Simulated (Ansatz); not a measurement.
# PbO: the cell at several levels of theory

An exercise on one series of results from a longer session: the logs are not shown, and one member is left open.

Code: Ansatz 0.2.0. PAW datasets, plane waves, zero pressure. No spin polarisation and no zero-point or thermal motion; the cell was built from a prototype and may be hypothetical.

## The system as given

This is the cell as the run starts from it, not yet at rest; its lengths are not the crystal's.

Space group Pm-3m (No. 221), cubic; a = 2.636 Å in the conventional setting, 9.16 Å³ an atom. Pb has 8 O at 2.28 Å; O has 8 Pb at 2.28 Å.

Structure file:

```cif
data_structure
_symmetry_space_group_name_H-M 'Pm-3m'
_symmetry_Int_Tables_number 221
_cell_length_a 2.6358
_cell_length_b 2.6358
_cell_length_c 2.6358
_cell_angle_alpha 90.000
_cell_angle_beta 90.000
_cell_angle_gamma 90.000
_cell_volume 18.31
loop_
_atom_site_label
_atom_site_type_symbol
_atom_site_symmetry_multiplicity
_atom_site_Wyckoff_symbol
_atom_site_fract_x
_atom_site_fract_y
_atom_site_fract_z
_atom_site_occupancy
Pb1 Pb 1 a 0.00000 0.00000 0.00000 1
O1 O 1 b 0.50000 0.50000 0.50000 1
```

Set-up of the first run:

The input, input.yaml:

```yaml
crystal:
  lattice:
    - [2.6358499301, 0.0, 0.0]
    - [0.0, 2.6358499301, 0.0]
    - [0.0, 0.0, 2.6358499301]
  atoms:
    - { symbol: Pb, position: [0.0, 0.0, 0.0] }
    - { symbol: O, position: [0.5, 0.5, 0.5] }
kpoints:
  mp_grid: { grid: [8, 8, 8] }
hamiltonian:
  xc: pbe
scf:
  occupations: { method: fermi_dirac, width: 0.02 }
relax:
  f_tol: 0.005
  cell: {}
```

Command:

```bash
$ ansatz run input.yaml --threads 2 --pin off --max-ram 2211MiB --backend cpu --events-out ev --progress --plain --runs-dir out
```

Steps of the session up to this table: Relaxing with PBE; Relaxing with r2SCAN; PBEsol: cell and atoms; LDA: cell and atoms; HSE06: cell and atoms.

One of the session's tables, all rows but one given; the rest of the session is left out.

| level | a (Å) | volume (Å³/atom) |
| --- | --- | --- |
| PBE | 3.215 | 16.613 |
| r2SCAN | ? | ? |
| PBEsol | 3.159 | 15.758 |
| LDA | 3.124 | 15.247 |
| HSE06 | 3.171 | 15.935 |

Q: Estimate the row for r2SCAN from the others.

The run gave: a (Å): 3.179; volume (Å³/atom): 16.069. In the column «a (Å)» it lies between HSE06 (3.171) and PBE (3.215).

From the start to the first minimum the volume moved by +81.4 %. The volume runs from LDA (least) to PBE (most), a spread of 9.0 %, or 2.9 % in length if all axes shared it alike. The meshes differ: PBE 8×8×8, r2SCAN 8×8×8, PBEsol 8×8×8, LDA 8×8×8, HSE06 6×6×6.
